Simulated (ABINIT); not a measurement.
A run of ABINIT 10.8.3 (patched build) is set up as follows.

run.abi

```
# Datasets: one volume each
ndtset 7
getwfk -1
scalecart1 3*0.9795861087
scalecart2 3*0.9864848297
scalecart3 3*0.9932883884
scalecart4 3*1.0000000000
scalecart5 3*1.0066227096
scalecart6 3*1.0131594038
scalecart7 3*1.0196128224

# Pseudopotentials
pp_dirpath "./"
pseudos "In.LDA_PW-JTH_sp.xml, P.LDA_PW-JTH.xml"

# Structure
acell 3*1.0 Angstrom
rprim
     0.0000000000     2.9305000000     2.9305000000
     2.9305000000     0.0000000000     2.9305000000
     2.9305000000     2.9305000000     0.0000000000
ntypat 2
znucl 49 15
natom 2
typat 1 2
xred
     0.0000000000     0.0000000000     0.0000000000
     0.7500000000     0.7500000000     0.7500000000

# Plane-wave basis
ecut 653.073270 eV
pawecutdg 46.0

# k points
kptopt 1
ngkpt 8 8 8
nshiftk 1
shiftk 0.0 0.0 0.0

# Exchange and correlation
ixc -497498
usekden 1
pawxcdev 0

# Bands and occupations
nband 8
occopt 3
tsmear 0.05 eV

# SCF cycle
nstep 100
tolvrs 1.0e-7

# Output
iomode 3
prtwf 1
prtden 0
prteig 0
prtebands 0
```

Potentials or basis: JTH PAW LDA v2.0 sp.

The run is started by

```bash
$ abinit run.abi > log 2>&1
```

Task: Predict the equilibrium volume.

Result: 26.34 Å³/atom.

Task: What does it give for the pressure derivative of the bulk modulus?

Result: 4.6.

Task: What does it give for the bulk modulus?

Result: 72 GPa.

Energy against volume, from the lowest point:
```
volume (Å³/atom)  energy (meV/atom)
          23.657              74.13
          24.160              46.93
          24.663              26.59
          25.167              12.40
          25.670               3.70
          26.173               0.00
          26.677               0.73
```

Caveat: pressures at fixed basis lie under the slope of the energies; the PAW data sets were made with another functional, which shifts forces and pressure a little; this set keeps more shells in the core, which shifts pressures and gaps.

**Experimental background.**

From a printed reference work, data compilation, for a bulk crystal of InP: bulk modulus 71 GPa.

Against the measured bulk modulus of InP, 71 GPa (a printed reference work, data compilation), the calculated 72 GPa is off by +0.9 %. The fit is for a static lattice scaled at fixed shape and fixed fractional positions.
